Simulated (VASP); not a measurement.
Write the native input for VASP 6.6.1 that does the following.

```yaml
Task: single point
Functional: LDA
Potentials_or_basis: VASP PAW LDA potentials, release 64 (Ti_sv, C)
Cutoff: 520 eV
k_mesh: 9 × 9 × 1
Occupations: gaussian, width 0.1 eV
Spin: no spin polarisation
Dipole_correction: yes
Further_INCAR_settings: ALGO = Fast; EDIFF = 1e-06; NBANDS = 34
```

The structure of Ti4C lies in POSCAR:

```
Ti4C
1.0
    2.8639615639      0.0000000000      0.0000000000
   -1.4319807819      2.4802634698      0.0000000000
    0.0000000000      0.0000000000     22.2412339090
Ti C
4 1
Direct
    0.6666666667      0.3333333333      0.1798461370
    0.3333333333      0.6666666667      0.2817907594
    0.6666666667      0.3333333333      0.3878708239
    0.3333333333      0.6666666667      0.4829423562
    0.8333333333      1.0000000000      0.5377313532
```

The cell isn't the ideal one: C over (3/6, 2/6) of the surface cell, its height relaxed.

The input as run:

INCAR

```
SYSTEM = Ti4C
PREC = Accurate ; ENCUT = 520
EDIFF = 1E-6 ; ISMEAR = 0
SIGMA = 0.1 ; LREAL = .False.
LASPH = .True. ; NELM = 80
ALGO = Fast ; ISIF = 2
LWAVE = .False. ; LCHARG = .False.
LDIPOL = .True. ; IDIPOL = 3
DIPOL = 0.5 0.5 0.374 ; NBANDS = 34
```

KPOINTS

```
Automatic mesh
0
Gamma
  9 9 1
  0 0 0
```

Potentials or basis: VASP PAW LDA potentials, release 64 (Ti_sv, C).

Run with:

```bash
$ cat potpaw_LDA.64/Ti_sv/POTCAR potpaw_LDA.64/C/POTCAR > POTCAR
$ mpirun -np 1 vasp_std > vasp.out
```

Results of the run:

```
Largest force          : 3.406 eV/Å
Band gap on the k mesh : none (metal or under the smearing width)
```

Run time: 15 min on 1 thread of Intel(R) Xeon(R) 6975P-C (Granite Rapids) (shared host), peak memory 0.34 GiB.
